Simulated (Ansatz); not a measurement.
**MnO: pressure against volume, fitted**

```
CELL_PARAMETERS angstrom
0.00000 2.22200 2.22200
2.22200 0.00000 2.22200
2.22200 2.22200 0.00000
ATOMIC_POSITIONS crystal
Mn 0.00000 0.00000 0.00000
O 0.50000 0.50000 0.50000
```

Atom numbers follow the list: Mn1, O2.

The cell is COD entry 1514105, as deposited and not checked against the literature; nothing was relaxed.

Semilocal functionals without U often leave such compounds metallic or with too small a gap, and the real magnetic order may differ.

The magnetic state is the one reached from the start moments; no search over orders was made, so it needn't be the ground state.

The calculation used DFT, PBE, all-electron LAPW, scalar-relativistic (Ansatz 0.2.0).

Numerical set-up: a Γ-centred 16×16×16 k mesh, Fermi–Dirac smearing of 0.05 eV, basis error target 0.25 meV/atom, spin-polarised from start moments Mn1 4 μB.

The cell is scaled evenly. Fractional coordinates are held (clamped ions).

| V (Å³/atom) | P (GPa) |
| --- | --- |
| 10.642 | 3.17 |
| 10.751 | 2.03 |
| 10.861 | 0.95 |
| 10.971 | -0.13 |
| 11.080 | -1.17 |
| 11.190 | -2.21 |
| 11.300 | -3.23 |
| 11.409 | -4.21 |
| 11.629 | -6.00 |

**Question.** Fit a third-order Birch–Murnaghan curve to the pressures.

**Answer.** P = (3B0/2)(y^(7/2) − y^(5/2))[1 + (3/4)(B0′ − 4)(y − 1)] with y = (V0/V)^(2/3) fits within 0.04 GPa for V0 = 10.956 Å³/atom, B0 = 106.6 GPa and B0′ = 1.66.

**Question.** Predict the pressure at the withheld volume, 10.532 Å³/atom.

**Answer.** There y = 1.0267, so the fit gives 4.34 GPa; the run gave 4.39 GPa.
